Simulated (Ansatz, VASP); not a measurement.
# Two plane-wave programs on GaAs

```
As Ga
1.0
     0.00000    2.84557    2.84557
     2.84557    0.00000    2.84557
     2.84557    2.84557    0.00000
As Ga
1 1
Direct
  0.75000 0.75000 0.75000
  0.00000 0.00000 0.00000
```

Alike in both runs: task single point; functional PBEsol-based screened hybrid; k mesh 4 × 4 × 4; occupations fermi-dirac, width 0.05 eV; no spin polarisation.

```csv
,VASP,Ansatz
version,VASP 6.6.1,Ansatz 0.2.0
potentials or method,"VASP PAW PBE potentials, release 64 (As, Ga_d)",Ansatz PAW
plane-wave cutoff (eV),520,420
valence electrons in the cell,18,28
```

VASP gave:

| Item | Value |
| --- | --- |
| gap on the k mesh at the Fermi level (eV) | 1.20 |
| least direct gap on the mesh (eV) | 1.20 |
| pressure (GPa) | -2.3 |

Q: Which values does Ansatz return?

A: gap on the k mesh at the Fermi level (eV): 1.20; least direct gap on the mesh (eV): 1.20; pressure (GPa): -2.1.

The two sets of potentials don't hold the same shells in valence.

Caveats: the k mesh is coarse (spacing up to 0.48 Å⁻¹), so the values aren't converged (VASP); the PAW data sets were made with another functional, which shifts forces and pressure a little (VASP); the k mesh is coarse (spacing up to 0.48 Å⁻¹), so the values aren't converged, least of all with exact exchange (Ansatz); the PAW data sets come from PBE, with cores solved anew for the run's functional, which leaves a small shift of forces and pressure (Ansatz); the thresholds are loose for stress (Ansatz). A k mesh can miss the band edges.
